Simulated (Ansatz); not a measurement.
CoSi:

```
CELL_PARAMETERS angstrom
0.00000 2.66531 2.66531
2.66531 0.00000 2.66531
2.66531 2.66531 0.00000
ATOMIC_POSITIONS crystal
Co 0.00000 0.00000 0.00000
Co 0.50000 0.50000 0.50000
Si 0.25000 0.25000 0.25000
Si 0.75000 0.75000 0.75000
```

Measurements of this composition are mostly on another form, of space group No. 198.

The cell isn't the ideal one: volume scaled by 0.88.

| Property | Result |
| --- | --- |
| Program | Ansatz 0.2.0 |
| Task | relaxation of cell and atoms |
| Functional | RPBE |
| Potentials or basis | all-electron LAPW, scalar-relativistic |
| Basis error allowed | 0.002 eV/atom |
| k mesh | 9 × 9 × 9 |
| Occupations | gaussian, width 0.01 eV |
| Spin | collinear spin, ferrimagnetic start |
| Starting moments | [2.0, -1.0, 0.0, 0.0] μB |
| Hubbard terms | Co d U = 6 eV |

At the start: volume 9.47 Å³/atom.

How do energy, volume and symmetry change on relaxing?

Over 9 steps the energy falls by 229.0 meV/atom and the volume is 11.53 Å³/atom (+21.8 %); space group Pm-3m (No. 221, to 0.05 Å); moment 1.96 μB per cell.

The path:
```
step  energy change (eV)  largest force (eV/Å)  volume (Å³)
   1              0.0000                0.0000        37.87
   2             -0.5902                0.0000        40.69
   3             -0.8335                0.0000        43.65
   4             -0.8545                0.0000        44.99
   5             -0.9036                0.0000        44.99
   6             -0.9160                0.0000        46.05
   7             -0.9160                0.0000        46.14
   8             -0.9160                0.0000        46.14
   9             -0.9160                0.0000        46.14
```

Final structure:
```
CELL_PARAMETERS angstrom
0.00000 2.84667 2.84667
2.84667 0.00000 2.84667
2.84667 2.84667 0.00000
ATOMIC_POSITIONS crystal
Co 0.00000 0.00000 0.00000
Co 0.50000 0.50000 0.50000
Si 0.25000 0.25000 0.25000
Si 0.75000 0.75000 0.75000
```

Caveat: the k mesh is thin for a metal, which can move the energy by tens of meV per atom; the magnetic state may not be the lowest; the electronic state changed during the relaxation; the volume moved by over 15 % at a fixed basis, so the end points are rough; U is the effective U less J, on atomic orbitals that reach past the spheres; the U is typed as a test and isn't derived for this compound; the starting moments weren't kept.
